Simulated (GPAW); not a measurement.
Runs of GPAW 26.7.0 on KTaO3. Symmetry: Pm-3m, No. 221, cubic system. Conventional cell: a = 3.988 Å, b = 3.988 Å, c = 3.988 Å, α = 90.00°, β = 90.00°, γ = 90.00°. Ta (site symmetry m-3m) is surrounded by 6 O at 1.99 Å. K (site symmetry m-3m) has 12 O at 2.82 Å as nearest neighbours. Around O (site symmetry 4/mmm) lie 2 Ta at 1.99 Å. 

```csv
task,level,potentials or basis,spin,band path,band points,spin axis theta (degrees),spin axis phi (degrees),eigensolver,gap on the mesh (eV),pressure (GPa),V0 of scaled cells (Å³/atom),B0 (GPa)
band structure,LDA,"the program's PAW data sets (release 1.2.1) made for this functional, pw","SOC, no magnetisation","GXMGRX,MR",60,90,0,-,1.87,-6.5,-,-
equation of state,PBEsol+D3(BJ),"PAW data sets generated in the run's folder for this functional, pw",off,-,-,-,-,-,-,-,12.51,209
band structure,BP86,"PAW data sets generated in the run's folder for this functional, pw","SOC, no magnetisation","GXMGRX,MR",60,90,45,-,(d),(a),-,-
band structure,OLYP,"PAW data sets generated in the run's folder for this functional, pw","SOC, no magnetisation","GXMGRX,MR",80,0,0,davidson,2.06,9.2,-,-
band structure,r2SCAN,"GPAW PAW data sets (gpaw-data 1.2.1), pw","SOC, no magnetisation","GXMGRX,MR",60,90,45,-,2.44,(b),-,-
band structure,C09-vdW,"GPAW PAW data sets (gpaw-data 1.2.1), pw","SOC, no magnetisation","GXMGRX,MR",80,0,0,-,1.97,-,-,-
equation of state,revPBE+D3(BJ),"the program's PAW data sets (release 1.2.1) made for this functional, pw",off,-,-,-,-,-,-,-,(c),190
```

Alike in all rows: cell as given; k mesh 6 × 6 × 6; cutoff (eV) 800; smearing fermi-dirac 0.05 eV.

Task: Estimate the missing entries.

Result: (a) 4.8; (b) 0.3; (c) 12.96; (d) 2.00.

Caveats: spin-orbit coupling was added after a scalar SCF, so levels and gaps hold it while energy, forces, pressure and moments don't (some runs); this program's spin-orbit splittings come out too wide for heavy elements (some runs); the PAW data sets were made with another functional, which shifts forces and pressure a little (some runs).

A k mesh can miss the band edges, and rows without SOC leave out spin-orbit coupling on Ta.

Runs at the PBE level aren't shown here.
